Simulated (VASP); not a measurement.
# SnSe in VASP: Born charges and dielectric tensor with LDA

Aim: the Born charges and dielectric tensor of SnSe with LDA.

All numbers are computed with VASP 6.6.1; they aren't measurements. Logs are shortened: lines on timing, memory, paths and dates and some standing lists are left out, and cuts for length are marked.

### 1 The slab as given

The cell holds a slab with vacuum, 4 atoms: a = 4.193 Å, b = 4.193 Å, c = 10.963 Å, α = 90.00°, β = 90.00°, γ = 90.00°.

### 2 Born charges and dielectric tensor, LDA

INCAR reads:

```
SYSTEM = SnSe
PREC = Accurate ; ENCUT = 600
EDIFF = 1E-8 ; ISMEAR = 0
SIGMA = 0.02 ; LREAL = .False.
LASPH = .True. ; NELM = 60
ALGO = Fast ; ISIF = 2
LWAVE = .False. ; LCHARG = .False.
LEPSILON = .True. ; IBRION = 8
NSW = 1
```

KPOINTS reads:

```
Automatic mesh
0
Gamma
  6 6 4
  0 0 0
```

POSCAR reads:

```
SnSe
1.0
    4.1926300000      0.0000000000      0.0000000000
    0.0000000000      4.1926300000      0.0000000000
    0.0000000000      0.0000000000     10.9632800000
Sn Se
2 2
Direct
    0.5000000000      0.0000000000      0.3777900000
    0.0000000000      0.5000000000      0.6222100000
    0.5000000000      0.0000000000      0.6221700000
    0.0000000000      0.5000000000      0.3778300000
```

Potentials or basis: VASP PAW LDA potentials, release 64 (Sn, Se).

Command:

```
> cat potpaw_LDA.64/Sn/POTCAR potpaw_LDA.64/Se/POTCAR > POTCAR
> mpirun -np 1 vasp_std > vasp.out
```

OUTCAR:

```text
SYSTEM = SnSe
   PREC = Accurate
   ENCUT = 600
   EDIFF = 1E-8
   ISMEAR = 0
   LREAL = .False.
   LASPH = .True.
   NELM = 60
   ISIF = 2
   LEPSILON = .True.
   IBRION = 8
   NSW = 1

 ion  position               nearest neighbor table
   1  0.500  0.000  0.378-   3 2.68   4 2.96   4 2.96   4 2.96   4 2.96
   2  0.000  0.500  0.622-   4 2.68   3 2.96   3 2.96   3 2.96   3 2.96
   3  0.500  0.000  0.622-   1 2.68   2 2.96   2 2.96   2 2.96   2 2.96
   4  0.000  0.500  0.378-   2 2.68   1 2.96   1 2.96   1 2.96   1 2.96

  LATTYP: Found a simple tetragonal cell.
 ALAT       =     4.1926300000
 C/A-ratio  =     2.6148932770

  Lattice vectors:

 A1 = (   4.1926300000,   0.0000000000,   0.0000000000)
 A2 = (   0.0000000000,   4.1926300000,   0.0000000000)
 A3 = (   0.0000000000,   0.0000000000,  10.9632800000)

Analysis of symmetry for initial positions (statically):
=====================================================================
 Subroutine PRICEL returns:
 Original cell was already a primitive cell.

 Routine SETGRP: Setting up the symmetry group for a
 simple tetragonal supercell.

 Subroutine GETGRP returns: Found 16 space group operations
 (whereof  8 operations were pure point group operations)
 out of a pool of 16 trial point group operations.

The static configuration has the point symmetry D_2d.
 The point group associated with its full space group is D_4h.

Analysis of symmetry for dynamics (positions and initial velocities):
=====================================================================
 Subroutine PRICEL returns:
 Original cell was already a primitive cell.

 Routine SETGRP: Setting up the symmetry group for a
 simple tetragonal supercell.

 Subroutine GETGRP returns: Found 16 space group operations
[... 686 lines left out ...]
 ---------------------------------------------------------------------------------
 ion    1
    1     5.86596     0.00000     0.00000
    2     0.00000     5.86596     0.00000
    3     0.00000     0.00000     0.37661
 ion    2
    1     5.86596     0.00000     0.00000
    2     0.00000     5.86596    -0.00000
    3     0.00000     0.00000     0.37661
 ion    3
    1    -5.86596     0.00000     0.00000
    2     0.00000    -5.86596     0.00000
    3     0.00000     0.00000    -0.37661
 ion    4
    1    -5.86596     0.00000     0.00000
    2     0.00000    -5.86596    -0.00000
    3     0.00000     0.00000    -0.37661

 INTERNAL STRAIN TENSOR FOR ION    4 for displacements in x,y,z  (eV/Angst):
          X           Y           Z          XY          YZ          ZX
  --------------------------------------------------------------------------------
  x     0.00000     0.00000     0.00000     0.00000     0.00000     2.93618
  y     0.00000     0.00000     0.00000     0.00000     2.90794     0.00000
  z     1.97853     1.97853    13.56918     0.00000     0.00000     0.00000

 SECOND DERIVATIVES (NOT SYMMETRIZED)
 ------------------------------------
               1X          1Y          1Z          2X          2Y          2Z          3X          3Y          3Z          4X          4Y          4Z
  1X    -0.756480    0.000000    0.000000    0.574313    0.000000    0.000000   -0.398783    0.000000    0.000000    0.580950    0.000000    0.000000
  1Y     0.000000   -0.756480    0.000000    0.000000    0.574313    0.000000    0.000000   -0.398783    0.000000    0.000000    0.580950    0.000000
  1Z     0.000000    0.000000   -6.478591    0.000000    0.000000   -0.229421    0.000000    0.000000    5.624017    0.000000    0.000000    1.083995
  2X     0.574313    0.000000    0.000000   -0.756480    0.000000    0.000000    0.580950    0.000000    0.000000   -0.398783    0.000000    0.000000
  2Y     0.000000    0.574313    0.000000    0.000000   -0.756480    0.000000    0.000000    0.580950    0.000000    0.000000   -0.398783    0.000000
  2Z     0.000000    0.000000   -0.229421    0.000000    0.000000   -6.478591    0.000000    0.000000    1.083995    0.000000    0.000000    5.624017
  3X    -0.408214    0.000000    0.000000    0.590961    0.000000    0.000000   -1.680397    0.000000    0.000000    1.497649    0.000000    0.000000
  3Y     0.000000   -0.408214    0.000000    0.000000    0.590961    0.000000    0.000000   -1.680397    0.000000    0.000000    1.497649    0.000000
  3Z     0.000000    0.000000    5.626901    0.000000    0.000000    1.086416    0.000000    0.000000   -6.159202    0.000000    0.000000   -0.554114
  4X     0.590961    0.000000    0.000000   -0.408214    0.000000    0.000000    1.497649    0.000000    0.000000   -1.680397    0.000000    0.000000
  4Y     0.000000    0.590961    0.000000    0.000000   -0.408214    0.000000    0.000000    1.497649    0.000000    0.000000   -1.680397    0.000000
  4Z     0.000000    0.000000    1.086416    0.000000    0.000000    5.626901    0.000000    0.000000   -0.554114    0.000000    0.000000   -6.159202

 Eigenvectors and eigenvalues of the dynamical matrix
 ----------------------------------------------------

   1 f  =    5.881308 THz    36.953347 2PiTHz  196.179311 cm-1    24.323124 meV
             X         Y         Z           dx          dy          dz
      2.096315  0.000000  4.141818     0.000000    0.000000   -0.446802
      0.000000  2.096315  6.821462    -0.000000   -0.000000   -0.446802
      2.096315  0.000000  6.821024     0.000000    0.000000    0.548058
      0.000000  2.096315  4.142256    -0.000000   -0.000000    0.548058
[... 71 lines left out ...]
  12 f/i=    0.001138 THz     0.007153 2PiTHz    0.037976 cm-1     0.004708 meV
             X         Y         Z           dx          dy          dz
      2.096315  0.000000  4.141818    -0.000000   -0.000000    0.548058
      0.000000  2.096315  6.821462    -0.000000   -0.000000    0.548058
      2.096315  0.000000  6.821024    -0.000000   -0.000000    0.446802
      0.000000  2.096315  4.142256    -0.000000   -0.000000    0.446802

--------------------------------------------------------------------------------------------------------

 MACROSCOPIC STATIC DIELECTRIC TENSOR IONIC CONTRIBUTION
 ------------------------------------------------------
         354.159446     0.000000     0.000000
           0.000000   354.159446     0.000000
           0.000000     0.000000     0.039691
 ------------------------------------------------------

 ELASTIC MODULI CONTR FROM IONIC RELAXATION (kBar)
 Direction    XX          YY          ZZ          XY          YZ          ZX
 --------------------------------------------------------------------------------
 XX         -18.0159    -18.0159   -101.9218      0.0000      0.0000      0.0000
 YY         -18.0159    -18.0159   -101.9218      0.0000      0.0000      0.0000
 ZZ        -101.9218   -101.9218   -623.7228      0.0000      0.0000      0.0000
 XY           0.0000      0.0000      0.0000      0.0000      0.0000      0.0000
 YZ           0.0000      0.0000      0.0000      0.0000    -74.1036      0.0000
 ZX           0.0000      0.0000      0.0000      0.0000      0.0000    -73.9609
 --------------------------------------------------------------------------------

 PIEZOELECTRIC TENSOR IONIC CONTR  for field in x, y, z        (C/m^2)
          XX          YY          ZZ          XY          YZ          ZX
  --------------------------------------------------------------------------------
  x     0.00000     0.00000     0.00000     0.00000     0.00000     0.00000
  y     0.00000     0.00000     0.00000     0.00000     0.00000     0.00000
  z    -0.00000    -0.00000    -0.00000     0.00000     0.00000    -0.00000
```

stdout:

```text
POSCAR found type information on POSCAR SnSe
 POSCAR found :  2 types and       4 ions
 scaLAPACK will be used
 LDA part: xc-table for (Slater(with rela. corr.)+CA(PZ))
 , standard interpolation
 POSCAR, INCAR and KPOINTS ok, starting setup
[... 103 lines left out ...]
 onal to |phi(0)> (1.644372966300225E-004,-2.775557561562891E-017)
 LRF_COMMUTATOR internal error: the vector H(1)-e(1) S(1) |phi(0)> is not orthog
 onal to |phi(0)> (-1.133944648515905E-004,-3.781697177629439E-015)
 LRF_COMMUTATOR internal error: the vector H(1)-e(1) S(1) |phi(0)> is not orthog
 onal to |phi(0)> (1.133944655502261E-004,6.494804694057166E-015)
 LRF_COMMUTATOR internal error: the vector H(1)-e(1) S(1) |phi(0)> is not orthog
 onal to |phi(0)> (-1.329722533474076E-004,-2.671474153004283E-015)
 LRF_COMMUTATOR internal error: the vector H(1)-e(1) S(1) |phi(0)> is not orthog
 onal to |phi(0)> (1.329722545007073E-004,-1.131039706336878E-
```

Wall time 15 min (1 thread of Intel Xeon 6975P-C (Granite Rapids), shared host); peak memory 0.76 GiB.

Results:

- Band gap on the k mesh: 1.45 eV, indirect (least direct gap 1.50 eV)
- Electronic dielectric tensor (diagonal): 16.31, 16.31, 1.99
- Born charges (mean of the diagonal): Sn +4.04; Se -4.04 e
- Highest phonon frequency at Γ, LO-TO splitting left out: 196 cm⁻¹

Phonon frequencies in cm⁻¹ (negative: imaginary):
| q point | frequencies |
| --- | --- |
| (0.000, 0.000, 0.000) | 0 0 0 32 32 47 47 62 109 109 173 196 |

Electronic dielectric tensor:
```
16.31  0.00  0.00
 0.00 16.31  0.00
 0.00  0.00  1.99
```

Born effective charge tensors (e):
atom 1, Sn
```
5.87 0.00 0.00
0.00 5.87 0.00
0.00 0.00 0.38
```
atom 2, Sn
```
5.87 0.00 0.00
0.00 5.87 0.00
0.00 0.00 0.38
```
atom 3, Se
```
-5.87  0.00  0.00
 0.00 -5.87  0.00
 0.00  0.00 -0.38
```
atom 4, Se
```
-5.87  0.00  0.00
 0.00 -5.87  0.00
 0.00  0.00 -0.38
```

Caveat: spin-orbit coupling is left out, which moves the levels of the heavy elements.
